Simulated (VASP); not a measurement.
Wanted: the native input for a VASP 6.6.1 run.

```
Task                   : relaxation of the atoms
Functional             : r2SCAN
Potentials or basis    : VASP PAW PBE potentials, release 64 (Si)
Cutoff                 : 600 eV
k mesh                 : 10 × 10 × 10
Occupations            : gaussian, width 0.03 eV
Spin                   : no spin polarisation
Further INCAR settings : ALGO = Normal; EDIFF = 1e-07; IBRION = 2; EDIFFG = -0.01; NSW = 40
```

The structure of Si lies in POSCAR:

```
Si                                      
1.0
    0.0000000000      2.7378099755      2.7378099755
    2.7378099755      0.0000000000      2.7378099755
    2.7378099755      2.7378099755      0.0000000000
  Si            
     2
Direct
     0.7500000000000000    0.7500000000000000    0.7500000000000000
     0.5000000000000000    0.5000000000000000    0.5000000000000000
```

The cell isn't the ideal one: a relaxed cell with its volume scaled by 1.02.

One way to write it, as run:

INCAR

```
PREC = Accurate
ENCUT = 600
EDIFF = 1E-7
ISMEAR = 0
SIGMA = 0.03
LREAL = F
LASPH = T
NELM = 80
ALGO = Normal
ISIF = 2
LWAVE = F
LCHARG = F
METAGGA = R2SCAN
LMIXTAU = T
IBRION = 2
NSW = 40
EDIFFG = -0.01
```

KPOINTS

```
regular mesh
0
Gamma
  10 10 10
```

Potentials or basis: VASP PAW PBE potentials, release 64 (Si).

Launch:

```bash
$ cat potpaw_PBE.64/Si/POTCAR > POTCAR
$ mpirun -np 1 vasp_std > vasp.out
```

It gave:

```yaml
Pressure_after_relaxing: -1.8 GPa
Band_gap_on_the_k_mesh: 0.82 eV, indirect (least direct gap 2.75 eV)
```

Caveat: the relaxation stopped at its first step, so nothing moved; the PAW data sets were made with another functional, which shifts forces and pressure a little.

Wall time 43 s on 1 thread of Intel(R) Xeon(R) Platinum 8488C (Sapphire Rapids), with other jobs on the host, peak memory 0.17 GiB.
